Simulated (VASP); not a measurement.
# InAgTe2 (I-42d) in VASP: single point with PBE

Aim: the single point of InAgTe2 with PBE.

Everything below comes from runs of VASP 6.6.1. Logs are shortened: lines on timing, memory, paths and dates and some standing lists are left out, and cuts for length are marked.

### 1 Starting point

The structure is tetragonal, space group I-42d (No. 122). The conventional cell has a = 6.467 Å, b = 6.467 Å, c = 12.633 Å, α = 90.00°, β = 90.00°, γ = 90.00°. Around In (site symmetry -4) lie 4 Te at 2.74 Å. Ag (site symmetry -4) has 4 Te at 2.82 Å as nearest neighbours. Te (site symmetry 2) is surrounded by 2 In at 2.74 Å and 2 Ag at 2.82 Å.

### 2 Single point, PBE

Input file INCAR:

```
PREC = Accurate ; ENCUT = 520
EDIFF = 1E-7 ; ISMEAR = 0
SIGMA = 0.1 ; LREAL = False
LASPH = True ; NELM = 100
ALGO = Fast ; ISIF = 2
LWAVE = False ; LCHARG = True
GGA = PE ; LELF = True
LVHAR = True ; NBANDS = 46
```

Input file KPOINTS:

```
regular mesh
0
Gamma
  4 4 4
```

Input file POSCAR:

```
InAgTe2
1.0
   -3.2336000000      3.2336000000      6.3165500000
    3.2336000000     -3.2336000000      6.3165500000
    3.2336000000      3.2336000000     -6.3165500000
In Ag Te
2 2 4
Direct
    0.5000000000      0.5000000000      0.0000000000
    0.2500000000      0.7500000000      0.5000000000
    0.0000000000      0.0000000000      0.0000000000
    0.7500000000      0.2500000000      0.5000000000
    0.3750000000      0.3868000000      0.5118000000
    0.6132000000      0.1250000000      0.9882000000
    0.8750000000      0.8632000000      0.4882000000
    0.1368000000      0.6250000000      0.0118000000
```

Potentials or basis: VASP PAW PBE potentials, release 64 (In_d, Ag, Te).

Command:

```console
$ cat potpaw_PBE.64/In_d/POTCAR potpaw_PBE.64/Ag/POTCAR potpaw_PBE.64/Te/POTCAR > POTCAR
$ mpirun -np 1 vasp_std > vasp.out
```

OUTCAR:

```text
PREC = Accurate
   ENCUT = 520
   EDIFF = 1E-7
   ISMEAR = 0
   LREAL = False
   LASPH = True
   NELM = 100
   ISIF = 2
   GGA = PE

 ion  position               nearest neighbor table
   1  0.500  0.500  0.000-   7 2.74   6 2.74   5 2.74   8 2.74
   2  0.250  0.750  0.500-   6 2.74   5 2.74   7 2.74   8 2.74
   3  0.000  0.000  0.000-   7 2.82   6 2.82   8 2.82   5 2.82
   4  0.750  0.250  0.500-   6 2.82   5 2.82   7 2.82   8 2.82
   5  0.375  0.387  0.512-   1 2.74   2 2.74   4 2.82   3 2.82
   6  0.613  0.125  0.988-   2 2.74   1 2.74   4 2.82   3 2.82
   7  0.875  0.863  0.488-   1 2.74   2 2.74   3 2.82   4 2.82
   8  0.137  0.625  0.012-   1 2.74   2 2.74   3 2.82   4 2.82

  LATTYP: Found a body centered tetragonal cell.
 ALAT       =     6.4672000000
 C/A-ratio  =     1.9534110589

  Lattice vectors:

 A1 = (  -3.2336000000,   3.2336000000,   6.3165500000)
 A2 = (   3.2336000000,  -3.2336000000,   6.3165500000)
 A3 = (   3.2336000000,   3.2336000000,  -6.3165500000)

Analysis of symmetry for initial positions (statically):
=====================================================================
 Subroutine PRICEL returns:
 Original cell was already a primitive cell.

 Routine SETGRP: Setting up the symmetry group for a
 body centered tetragonal supercell.

 Subroutine GETGRP returns: Found  8 space group operations
 (whereof  4 operations were pure point group operations)
 out of a pool of 16 trial point group operations.

The static configuration has the point symmetry S_4 .
 The point group associated with its full space group is D_2d.

Analysis of symmetry for dynamics (positions and initial velocities):
=====================================================================
 Subroutine PRICEL returns:
 Original cell was already a primitive cell.

 Routine SETGRP: Setting up the symmetry group for a
 body centered tetragonal supercell.

 Subroutine GETGRP returns: Found  8 space group operations
 (whereof  4 operations were pure point group operations)
 out of a pool of 16 trial point group operations.

The dynamic configuration has the point symmetry S_4 .
 The point group associated with its full space group is D_2d.

 Subroutine INISYM returns: Found  8 space group operations
 (whereof  4 operations are pure point group operations),
 and found     1 'primitive' translations

----------------------------------------------------------------------------------------

                                     Primitive cell

  volume of cell :     264.1877

  direct lattice vectors                    reciprocal lattice vectors
    -3.233600000  3.233600000  6.316550000     0.000000000  0.154626423  0.079157135
     3.233600000 -3.233600000  6.316550000     0.154626423  0.000000000  0.079157135
     3.233600000  3.233600000 -6.316550000     0.154626423  0.154626423  0.000000000

  length of vectors
     7.798149897  7.798149897  7.798149897     0.173710053  0.173710053  0.218674784

  position of ions in fractional coordinates (direct lattice)
     0.500000000  0.500000000  0.000000000
     0.250000000  0.750000000  0.500000000
     0.000000000  0.000000000  0.000000000
     0.750000000  0.250000000  0.500000000
     0.375000000  0.386800000  0.511800000
     0.613200000  0.125000000  0.988200000
     0.875000000  0.863200000  0.488200000
     0.136800000  0.625000000  0.011800000

  ion indices of the primitive-cell ions
   primitive index   ion index
                 1           1
                 2           2
                 3           3
                 4           4
                 5           5
                 6           6
                 7           7
                 8           8

----------------------------------------------------------------------------------------

 KPOINTS: regular mesh

Automatic generation of k-mesh.
 Grid dimensions read from file:
 generate k-points for:    4    4    4

 Generating k-lattice:

  Cartesian coordinates                     Fractional coordinates (reciprocal lattice)
     0.000000000  0.038656606  0.019789284     0.250000000 -0.000000000  0.000000000
     0.038656606  0.000000000  0.019789284    -0.000000000  0.250000000  0.000000000
     0.038656606  0.038656606  0.000000000     0.000000000  0.000000000  0.250000000

  Length of vectors
     0.043427513  0.043427513  0.054668696

  Shift w.r.t. Gamma in fractional coordinates (k-lattice)
     0.000000000  0.000000000  0.000000000

 Subroutine IBZKPT returns following result:
 ===========================================

 Found     13 irreducible k-points:

 Following reciprocal coordinates:
            Coordinates               Weight
  0.000000  0.000000  0.000000      1.000000
  0.250000  0.000000  0.000000      8.000000
  0.500000  0.000000  0.000000      4.000000
  0.250000  0.250000  0.000000      8.000000
  0.500000  0.250000  0.000000     16.000000
 -0.250000  0.250000  0.000000      4.000000
  0.500000  0.500000  0.000000      2.000000
  0.250000  0.250000  0.250000      2.000000
 -0.250000  0.250000  0.250000      4.000000
  0.500000  0.500000  0.250000      4.000000
 -0.250000  0.500000  0.250000      8.000000
 -0.250000 -0.250000  0.250000      2.000000
  0.500000  0.500000  0.500000      1.000000
   k-points           NKPTS =     13   k-points in BZ     NKDIM =     13   number of bands    NBANDS=     46
   number of dos      NEDOS =    301   number of ions     NIONS =      8
   total plane-waves  NPLWV = 216000
   dimension x,y,z NGX =    60 NGY =   60 NGZ =   60
   dimension x,y,z NGXF=   120 NGYF=  120 NGZF=  120
   ions per type =               2   2   4
   NGX,Y,Z   is equivalent  to a cutoff of  12.79, 12.79, 12.79 a.u.
   NGXF,Y,Z  is equivalent  to a cutoff of  25.58, 25.58, 25.58 a.u.
 SYSTEM =  unknown system
   PREC   = accura    normal or accurate (medium, high low for compatibility)
   ISTART =      0    job   : 0-new  1-cont  2-samecut
   ICHARG =      2    charge: 1-file 2-atom 10-const
   ISPIN  =      1    spin polarized calculation?
   LNONCOLLINEAR =      F non collinear calculations
   LSORBIT =      F    spin-orbit coupling
   LASPH  =      T    aspherical Exc in radial PAW
   ENCUT  =  520.0 eV  38.22 Ry    6.18 a.u.  14.50 14.50 14.50*2*pi/ulx,y,z
   NELM   =    100;   NELMIN=  2; NELMDL= -5     # of ELM steps
   EDIFF  = 0.1E-06   stopping-criterion for ELM
   LREAL  =      F    real-space projection
   EDIFFG = 0.1E-05   stopping-criterion for IOM
   NSW    =      0    number of steps for IOM
   IBRION =     -1    ionic relax: 0-MD 1-quasi-New 2-CG
   NFREE  =      0    steps in history (QN), initial steepest desc. (CG)
   ISIF   =      2    stress and relaxation
   ISYM   =      2    0-nonsym 1-usesym 2-fastsym
   POTIM  = 0.5000    time-step for ionic-motion
   TEBEG  =    0.0;   TEEND  =   0.0 temperature during run
   PSTRESS=    0.0 pullay stress
   NELECT =      72.0000    total number of electrons
   NUPDOWN=      -1.0000    fix difference up-down
   EMIN   =  10.00;   EMAX   =-10.00  energy-range for DOS
   EFERMI =   0.00;   METHOD = LEGACY
   ISMEAR =     0;   SIGMA  =   0.10  broadening in eV -4-tet -1-fermi 0-gaus
   EFERMI_NEDOS =   21; number of points for ismear=-14 and -15
   IALGO  =     68    algorithm
   IMIX   =      4    mixing-type and parameters
     AMIX     =   0.40;   BMIX     =  1.00
     AMIX_MAG =   1.60;   BMIX_MAG =  1.00
  volume/ion in A,a.u.               =      33.02       222.85
  Fermi-wavevector in a.u.,A,eV,Ry     =   1.061406  2.005766 15.328085  1.126582
  Thomas-Fermi vector in A             =   2.196821
   LORBIT       =      0    0 simple, 1 ext, 2 COOP (PROOUT), +10 PAW based schemes
   GGA     = PE    functional components
   LHFCALC =     F    Hartree Fock is set to
   AEXX    =    0.0000 exact exchange contribution
   IVDW    =     0    specifies the selected vdW correction
   LEPSILON=     F    determine dielectric tensor
   LRPA    =     F    only Hartree local field effects (RPA)
 non-spin polarized calculation
 RMM-DIIS sequential band-by-band and
 Gauss-broadening in eV      SIGMA  =   0.10
  energy-cutoff  :      520.00
  volume of cell :      264.19
 maximum number of plane-waves:      7128
 NGX is ok and might be reduce to    60
   NGX = 29   NGY = 29   NGZ = 29

 number of electron      72.0000007 magnetization

 Free energy of the ion-electron system (eV)
  ---------------------------------------------------
  ext. energy  EPLUGINS =         0.00000000
  ---------------------------------------------------
  free energy    TOTEN  =       -25.11158723 eV

  energy without entropy =      -25.11156436  energy(sigma->0) =      -25.11157580

 E-fermi :   4.7287     XC(G=0):  -8.7350

 val. band max:        4.5200330008   @ k =   0.0000   0.0000   0.0000
 cond. band min:       4.9372452450   @ k =   0.0000   0.0000   0.0000
 fundamental gap:      0.4172122441
 Fermi energy:         4.7287448369

 k-point     1 :       0.0000    0.0000    0.0000
  band No.  band energies     occupation
      1     -10.3268      2.00000
      2     -10.3268      2.00000
      3     -10.3253      2.00000
      4     -10.2381      2.00000
      5     -10.2216      2.00000
      6     -10.2216      2.00000
[... 38 lines left out ...]
     45       9.0625      0.00000
     46       9.0625      0.00000

 k-point     2 :       0.2500    0.0000    0.0000
  band No.  band energies     occupation
      1     -10.3295      2.00000
      2     -10.3255      2.00000
      3     -10.3176      2.00000
      4     -10.2423      2.00000
      5     -10.2299      2.00000
      6     -10.2199      2.00000
[... 38 lines left out ...]
     45       9.0945      0.00000
     46       9.4831      0.00000

 k-point     3 :       0.5000    0.0000    0.0000
  band No.  band energies     occupation
      1     -10.3309      2.00000
      2     -10.3263      2.00000
      3     -10.3059      2.00000
      4     -10.2531      2.00000
      5     -10.2343      2.00000
      6     -10.2185      2.00000
[... 479 lines left out ...]
     45       9.2665      0.00000
     46       9.2665      0.00000

 k-point    13 :       0.5000    0.5000    0.5000
  band No.  band energies     occupation
      1     -10.3316      2.00000
      2     -10.3316      2.00000
      3     -10.2842      2.00000
      4     -10.2842      2.00000
      5     -10.2155      2.00000
      6     -10.2155      2.00000
[... 38 lines left out ...]
     45      10.4336      0.00000
     46      10.4435      0.00000

------------------------ aborting loop because EDIFF is reached ----------------------------------------

  FORCE on cell =-STRESS in cart. coord.  units (eV):
  Direction    XX          YY          ZZ          XY          YZ          ZX
  --------------------------------------------------------------------------------------
  -------------------------------------------------------------------------------------
  Total        5.3853313      5.3853313      5.2053112      0.0000000      0.0000000      0.0000000
  in kB       32.6595720     32.6595720     31.5678322      0.0000000      0.0000000      0.0000000
  external PRESSURE =      32.2956587 kB  Pullay stress =       0.0000000 kB

 VOLUME and BASIS-vectors are now :
 -----------------------------------------------------------------------------
  energy-cutoff  :      520.00
  volume of cell :      264.19
      direct lattice vectors                 reciprocal lattice vectors
    -3.233600000  3.233600000  6.316550000     0.000000000  0.154626423  0.079157135
     3.233600000 -3.233600000  6.316550000     0.154626423  0.000000000  0.079157135
     3.233600000  3.233600000 -6.316550000     0.154626423  0.154626423  0.000000000

 POSITION                                       TOTAL-FORCE (eV/Angst)
 -----------------------------------------------------------------------------------
      0.00000      0.00000      6.31655         0.000000      0.000000     -0.000000
      3.23360     -0.00000      3.15828        -0.000000      0.000000     -0.000000
      0.00000      0.00000      0.00000        -0.000000     -0.000000      0.000000
     -0.00000      3.23360      3.15828         0.000000      0.000000     -0.000000
      1.69311      1.61680      1.57914        -0.906892      0.000000      0.000000
      1.61680      4.77409     -1.57914         0.000000      0.906892     -0.000000
      1.54049      1.61680      7.89569         0.906892      0.000000     -0.000000
      1.61680     -1.54049      4.73741         0.000000     -0.906892      0.000000
 -----------------------------------------------------------------------------------
    total drift:                                0.000000      0.000000      0.000001

  FREE ENERGIE OF THE ION-ELECTRON SYSTEM (eV)
  ---------------------------------------------------
  free  energy   TOTEN  =       -25.1115872313 eV

  energy  without entropy=      -25.1115643588  energy(sigma->0) =      -25.11157580
```

It took 6.4 min on 1 thread of Intel Xeon Platinum 8488C (Sapphire Rapids), shared host; peak memory 0.56 GiB.

Results:

- Free energy: -25.1116 eV
- Pressure: 3.2 GPa
- Largest force: 0.907 eV/Å
- Band gap on the k mesh: 0.42 eV, direct

Forces on the atoms (eV/Å):
```
In   0.000  0.000  0.000
In   0.000  0.000  0.000
Ag   0.000  0.000  0.000
Ag   0.000  0.000  0.000
Te  -0.907  0.000  0.000
Te   0.000  0.907  0.000
Te   0.907  0.000  0.000
Te   0.000 -0.907  0.000
```

Stress tensor (GPa, compression positive):
```
3.27 0.00 0.00
0.00 3.27 0.00
0.00 0.00 3.16
```

Levels at points of the mesh, in eV from the valence-band top:
| k point | band 34 | band 35 | band 36 | band 37 | band 38 | band 39 |
| --- | --- | --- | --- | --- | --- | --- |
| (0.00, 0.00, 0.00) | -0.10 | -0.10 | 0.00 | 0.42 | 2.18 | 2.31 |
| (0.50, 0.00, 0.00) | -1.25 | -1.10 | -0.57 | 2.02 | 2.46 | 3.11 |
| (0.50, 0.50, 0.00) | -0.85 | -0.52 | -0.52 | 1.28 | 1.28 | 2.96 |
| (0.50, 0.50, 0.50) | -1.29 | -0.92 | -0.92 | 1.93 | 1.93 | 2.23 |

Caveat: spin-orbit coupling is left out, which moves the levels of the heavy elements.
